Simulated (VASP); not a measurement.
Here is a VASP 6.6.1 calculation.

Contents of INCAR:

```
SYSTEM = Na
ALGO = Fast
EDIFF = 1E-6
ENCUT = 520
GGA = PS
ISIF = 2
ISMEAR = 0
LASPH = .True.
LCHARG = .True.
LELF = .True.
LREAL = .False.
LVHAR = .True.
LWAVE = .False.
NBANDS = 10
NELM = 60
PREC = Accurate
SIGMA = 0.15
```

File KPOINTS:

```
k-points
0
Gamma
  20 20 20
  0 0 0
```

File POSCAR:

```
Na
1.0
   -1.7301662026      1.7301662026      3.1413615914
    1.7301662026     -1.7301662026      3.1413615914
    1.7301662026      1.7301662026     -3.1413615914
Na
1
Direct
    0.0000000000      0.0000000000      0.0000000000
```

Potentials or basis: VASP PAW PBE potentials, release 64 (Na_pv).

Command:

```console
$ cat potpaw_PBE.64/Na_pv/POTCAR > POTCAR
$ mpirun -np 1 vasp_std > vasp.out
```

Predict the pressure.

-0.1 GPa.

What does it give for the band gap on the k mesh?

None (metal or under the smearing width).

Stress tensor (GPa, compression positive):
```
 0.39  0.00  0.00
 0.00  0.39  0.00
 0.00  0.00 -1.04
```

Caveat: the PAW data sets were made with another functional, which shifts forces and pressure a little.
